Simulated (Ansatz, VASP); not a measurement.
This is a calculation of La for Ansatz 0.2.0.

Contents of input.yaml:

```yaml
crystal:
  lattice:
    - [-2.123831071, 2.123831071, 2.123831071]
    - [2.123831071, -2.123831071, 2.123831071]
    - [2.123831071, 2.123831071, -2.123831071]
  atoms:
    - { symbol: La, position: [0.0, 0.0, 0.0] }
hamiltonian:
  xc: lda
  pseudopotentials: { kind: paw }
kpoints:
  mp_grid: { grid: [9, 9, 9] }
scf:
  occupations: { method: fermi_dirac, width: 0.05 }
output:
  forces: true
  stress: true
  eigenvalues: true
```

Potentials or basis: Ansatz PAW.

Launch:

```bash
$ ansatz run input.yaml --threads 2 --pin off --max-ram 5632MiB --backend cpu --events-out ev --progress --plain --runs-dir out
```

Q: Set up the same calculation for VASP 6.6.1. Potentials there: VASP PAW LDA potentials, release 64 (La).

A: As run (the cutoff follows the program's own potentials):

Contents of INCAR:

```
  PREC = Accurate
  ENCUT = 520
  EDIFF = 1E-7
  ISMEAR = -1
  SIGMA = 0.05
  LREAL = False
  LASPH = True
  NELM = 100
  ALGO = Normal
  ISIF = 2
  LWAVE = False
  LCHARG = False
  NBANDS = 12
```

KPOINTS

```
regular mesh
0
Gamma
  9 9 9
```

POSCAR

```
La
1.0
   -2.1238310710      2.1238310710      2.1238310710
    2.1238310710     -2.1238310710      2.1238310710
    2.1238310710      2.1238310710     -2.1238310710
La
1
Direct
    0.0000000000      0.0000000000      0.0000000000
```

Potentials or basis: VASP PAW LDA potentials, release 64 (La).

Run with:

```console
$ cat potpaw_LDA.64/La/POTCAR > POTCAR
$ mpirun -np 1 vasp_std > vasp.out
```

Both were run:

|  | VASP | Ansatz | Ansatz less VASP |
| --- | --- | --- | --- |
| gap on the k mesh at the Fermi level (eV) | none | none | - |
| pressure (GPa) | -3.9 | -3.8 | +0.04 |

A gap of «none» marks a metal or a gap that the smearing closes.

Caveats: the PAW data sets come from PBE, with cores solved anew for the run's functional, which leaves a small shift of forces and pressure (Ansatz). The runs have no spin-orbit coupling, so splittings on La are missing.
